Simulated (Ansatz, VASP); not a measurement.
## One calculation of WS2, two programs

The input INCAR:

```
ALGO = Normal ; EDIFF = 1E-6
ENCUT = 520 ; ISIF = 2
ISMEAR = 0 ; LASPH = T
LCHARG = F ; LREAL = F
LWAVE = F ; NBANDS = 35
NELM = 100 ; PREC = Accurate
SIGMA = 0.05
```

File KPOINTS:

```
k-points
0
Gamma
  12 12 2
```

File POSCAR:

```
WS2
1.0
    3.2827376207      0.0000000000      0.0000000000
   -1.6413688103      2.8429341735      0.0000000000
    0.0000000000      0.0000000000     24.5097028875
W S
2 4
Direct
    0.3333333333      0.6666666667      0.6302757360
    0.6666666667      0.3333333333      0.3697242640
    0.3333333333      0.6666666667      0.3028928957
    0.6666666667      0.3333333333      0.5633280735
    0.3333333333      0.6666666667      0.4366719265
    0.6666666667      0.3333333333      0.6971071043
```

Input for Ansatz:

```yaml
crystal:
  lattice:
    - [3.2827376207, 0.0, 0.0]
    - [-1.6413688103, 2.8429341735, 0.0]
    - [0.0, 0.0, 24.5097028875]
  atoms:
    - { symbol: W, position: [0.3333333333, 0.6666666667, 0.630275736] }
    - { symbol: W, position: [0.6666666667, 0.3333333333, 0.369724264] }
    - { symbol: S, position: [0.3333333333, 0.6666666667, 0.3028928957] }
    - { symbol: S, position: [0.6666666667, 0.3333333333, 0.5633280735] }
    - { symbol: S, position: [0.3333333333, 0.6666666667, 0.4366719265] }
    - { symbol: S, position: [0.6666666667, 0.3333333333, 0.6971071043] }
basis:
  ecutwfc: 420
kpoints:
  mp_grid: { grid: [12, 12, 2] }
hamiltonian:
  xc: lda
  pseudopotentials: { kind: paw, azcp: { folder: soft_1 } }
scf:
  occupations: { method: gaussian, width: 0.05 }
output:
  forces: true
  stress: true
  eigenvalues: true
  write_density: true
  write_potential: true
  elf: true
  volumetric_format: npy
```

Change from the starting cell: equal engineering shear yz, xz and xy +0.0000, equal normal strain along x, y and z +0.0500.

Alike in both runs: task single point; functional LDA; k mesh 12 × 12 × 2; occupations gaussian, width 0.05 eV; no spin polarisation.

|  | VASP | Ansatz |
| --- | --- | --- |
| version | VASP 6.6.1 | Ansatz 0.2.0 |
| potentials or method | VASP PAW LDA potentials, release 64 (W_sv, S) | scalar-relativistic, plane waves, PAW |
| plane-wave cutoff (eV) | 520 | 420 |
| valence electrons in the cell | 52 | 52 |

|  | VASP | Ansatz | Ansatz less VASP |
| --- | --- | --- | --- |
| gap on the k mesh at the Fermi level (eV) | 1.32 | 1.31 | -0.006 |
| least direct gap on the mesh (eV) | 1.60 | 1.59 | -0.008 |
| rms of the force components (eV/Å) | 1.023 | 1.039 | +0.0159 |

Atom by atom the forces differ by 0.016 eV/Å (rms over components). Ansatz warned: «pseudo_functional_mismatch».

Caveats: spin-orbit coupling is left out, which moves the levels of the heavy elements.
